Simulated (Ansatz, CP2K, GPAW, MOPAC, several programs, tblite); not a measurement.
# What each method gives for PbO (zincblende)

Zincblende PbO, relaxed with r2SCAN in Ansatz, was computed with several methods. Space group F-43m (No. 216), cubic; a = 5.598 Å in the conventional setting, 21.92 Å³ an atom. Around Pb lie 4 O at 2.42 Å; around O lie 4 Pb at 2.42 Å. These are computed values for a spin-unpolarised cell that may be hypothetical; none is a measurement.

```
Pb O
1.0
     0.00000    2.79878    2.79878
     2.79878    0.00000    2.79878
     2.79878    2.79878    0.00000
Pb O
1 1
Cartesian
  0.0000 0.0000 0.0000
  1.3994 1.3994 1.3994
```

Gaps and times are for a single point on this cell; volume and bulk modulus come from each method's own relaxation or energy curve at fixed shape. Times are rough, from shared hosts (Arm Neoverse V1), and each method has its own mesh and cell size. PM6 (MOPAC), PM7 (MOPAC), GFN1-xTB (tblite), GFN2-xTB (tblite) treat a cluster of cells at its zone centre, which samples few k points: where these miss a band edge, the gap comes out too large for that reason alone. Gaps from k meshes are read at a limited set of points (mesh, symmetry points, PBE's band edges), so each method's own least gap may be somewhat smaller. xTB and the PM methods were fitted mostly to molecules, and can miss a solid's gap by electronvolts. Minimal bases can be far off for gaps. GLLB-SC's gap includes the derivative discontinuity. d marks a direct gap, i an indirect one (no mark: not told apart), a dash a value that wasn't computed or didn't pass its checks.

| method | kind | gap (eV) | own volume (Å³/atom) | bulk modulus (GPa) | atoms computed | processor time |
| --- | --- | --- | --- | --- | --- | --- |
| light PBE (260 eV and a coarse mesh) | light plane-wave | 0.43 i | – | – | 2 | 0.99 s |
| GFN1-xTB (tblite) | tight binding | 2.10 | – | – | 64 | 1.5 s |
| PM6 (MOPAC) | semi-empirical | 6.58 | – | – | 64 | 2.1 s |
| PM7 (MOPAC) | semi-empirical | 8.43 | – | – | 64 | 2.5 s |
| PBE | semilocal | 0.43 i | 22.71 | 63 | 2 | 2.8 s |
| GFN2-xTB (tblite) | tight binding | 1.55 | – | – | 64 | 3.3 s |
| PBE/single zeta (GPAW) | small basis | 0.31 i | – | – | 2 | 4.6 s |
| r2SCAN | semilocal | 0.62 i | 21.92 | 71 | 2 | 5.9 s |
| PBE/SZV (CP2K) | small basis | 0.25 i | 23.53 | 67 | 2 | 7.2 s |
| GLLB-SC (GPAW) | model potential | 1.64 | – | – | 2 | 9.1 s |
| PBE/DZVP (CP2K) | small basis | 0.18 i | 23.07 | 61 | 2 | 14 s |

Against r2SCAN (0.62 eV) and with closed or daggered gaps left aside, the nearest gap at the points sampled is that of PBE (-0.19 eV) and the farthest that of PM7 (MOPAC) (+7.81 eV). r2SCAN is only a yardstick of convenience: semilocal gaps usually lie below measured ones, which GLLB-SC and hybrids aim to mend.

Volumes against r2SCAN's: PBE +3.6 %, PBE/SZV (CP2K) +7.3 %, PBE/DZVP (CP2K) +5.2 %.

Spin-orbit coupling is left out; in compounds of Pb, Bi, Tl or Hg it can lower a gap by up to about 1 eV, split its edges or invert the bands.
